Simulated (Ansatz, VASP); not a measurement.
**Two plane-wave programs on NiO2**

```
Ni O
1.0
     2.72399    0.00000    0.00000
    -1.36199    2.35904    0.00000
     0.00000    0.00000    4.32678
Ni O
1 2
Direct
  0.00000 0.00000 0.50000
  0.66667 0.33333 0.70674
  0.33333 0.66667 0.29326
```

Alike in both runs: task single point; functional LDA; k mesh 12 × 12 × 6; occupations gaussian, width 0.05 eV; no spin polarisation.

|  | VASP | Ansatz |
| --- | --- | --- |
| version | VASP 6.6.1 | Ansatz 0.2.0 |
| potentials or method | VASP PAW LDA potentials, release 64 (Ni, O) | scalar-relativistic, plane waves, PAW |
| plane-wave cutoff (eV) | 520 | 520 |
| valence electrons in the cell | 22 | 30 |

Ansatz gave:

- gap on the k mesh at the Fermi level (eV): 0.91
- least direct gap on the mesh (eV): 1.22
- pressure (GPa): 12.4
- largest component of the traceless stress (GPa): 3.08
- rms of the force components (eV/Å): 0.455

Task: Which values does VASP return?

Result: gap on the k mesh at the Fermi level (eV): 0.88; least direct gap on the mesh (eV): 1.19; pressure (GPa): 13.7; largest component of the traceless stress (GPa): 3.75; rms of the force components (eV/Å): 0.504.

Atom by atom the forces differ by 0.049 eV/Å (rms over components). The two sets of potentials don't hold the same shells in valence.

Caveats: forces of over 1 eV/Å show positions far from the minimum, so gaps and moduli don't describe the material at rest. Spin polarisation is off, so any magnetic state and its effect on volume and gap are missing. A k mesh can miss the band edges.
